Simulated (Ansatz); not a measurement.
MgS: energy along a strain

MgS, Fm-3m, a = 5.203 Å (as given, not relaxed at this level: 1.2 GPa). Ansatz: PBE, PAW, 420 eV, Γ-centred 8×8×8 mesh on 2 atoms, Gaussian smearing 0.05 eV; no spin polarisation. Cell vectors (Å): 0.000 2.602 2.602; 2.602 0.000 2.602; 2.602 2.602 0.000. The cell is strained by x per cent times the pattern (1 -1 0 0 0 0) in the order xx yy zz yz xz xy (engineering shears), with fractional coordinates held. y is the free energy over the start, V0 = 17.609 Å³/atom. Symmetry makes y even in x. Points with a strain past 8.5 % were computed too (4) and aren't used here.

| x (%) | y (meV/atom) |
| --- | --- |
| -7.50 | 71.40 |
| 0.00 | 0.00 |
| 1.87 | 4.13 |
| 3.75 | 16.85 |
| 5.62 | ? |

Fit y = c2 x² + c4 x⁴ to the other rows, get the stiffness along the pattern, and predict the missing energy.

Least squares on the rows shown. y = 1.1746 x² + 0.0016845 x⁴. The clamped-ion stiffness p·C·p = 2 × 11.75 eV × 160.2 / 17.609 Å³ = 214 GPa (second derivative at the start, which stands under stress). At x = 5.62 the fit asked for gives 38.78 meV/atom. The run gave 38.77 meV/atom, so the fit is 0.01 meV/atom too high, a small miss on the scale of the series.